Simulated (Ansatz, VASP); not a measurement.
## AlGaN2: VASP beside Ansatz

INCAR

```
ALGO = Normal ; EDIFF = 1E-6
ENCUT = 520 ; GGA = CA
ISIF = 2 ; ISMEAR = 0
LASPH = True ; LCHARG = True
LELF = True ; LREAL = False
LVHAR = True ; LWAVE = False
NBANDS = 21 ; NELM = 100
PREC = Accurate ; SIGMA = 0.02
```

File KPOINTS:

```
k-points
0
Gamma
  8 8 6
```

Contents of POSCAR:

```
AlGaN2
1.0
    3.1152864669      0.0000000000      0.0000000000
    0.0000000000      3.1152864669      0.0000000000
    0.0000000000      0.0000000000      4.3843302008
Al Ga N
1 1 2
Direct
    0.5000000000      0.5000000000      0.5000000000
    0.0000000000      0.0000000000      0.0000000000
    0.5000000000      0.0000000000      0.7400513254
    0.0000000000      0.5000000000      0.2599486746
```

Input for Ansatz:

```yaml
crystal:
  lattice:
    - [3.1152864671, 0.0, 0.0]
    - [0.0, 3.1152864671, 0.0]
    - [0.0, 0.0, 4.3843301925]
  atoms:
    - { symbol: Al, position: [0.5, 0.5, 0.5] }
    - { symbol: Ga, position: [0.0, 0.0, 0.0] }
    - { symbol: "N", position: [0.5, 0.0, 0.7400513253] }
    - { symbol: "N", position: [0.0, 0.5, 0.2599486747] }
basis:
  ecutwfc: 420
kpoints:
  mp_grid: { grid: [8, 8, 6] }
  band_path: { path: [VBM, CBM], npoints: 2 }
hamiltonian:
  xc: lda
scf:
  occupations: { method: gaussian, width: 0.02 }
output:
  forces: true
  stress: true
  eigenvalues: true
checkpoint:
  read: start.run
  write: ck
  compress: false
  write_wavefunctions: false
  write_every: 100000
```

Alike in both runs: task single point; functional LDA; k mesh 8 × 8 × 6; occupations gaussian, width 0.02 eV; no spin polarisation.

|  | VASP | Ansatz |
| --- | --- | --- |
| version | VASP 6.6.1 | Ansatz 0.2.0 |
| potentials or method | VASP PAW LDA potentials, release 64 (Al, Ga_d, N) | scalar-relativistic, plane waves, PAW |
| plane-wave cutoff (eV) | 520 | 420 |
| valence electrons in the cell | 26 | 26 |

|  | VASP | Ansatz | Ansatz less VASP |
| --- | --- | --- | --- |
| gap on the k mesh at the Fermi level (eV) | 3.07 | 3.05 | -0.011 |
| least direct gap on the mesh (eV) | 3.07 | 3.05 | -0.011 |
| pressure (GPa) | 0.9 | 0.0 | -0.88 |
| rms of the force components (eV/Å) | 0.012 | 0.000 | -0.0122 |

Atom by atom the forces differ by 0.012 eV/Å (rms over components).

A k mesh can miss the band edges.
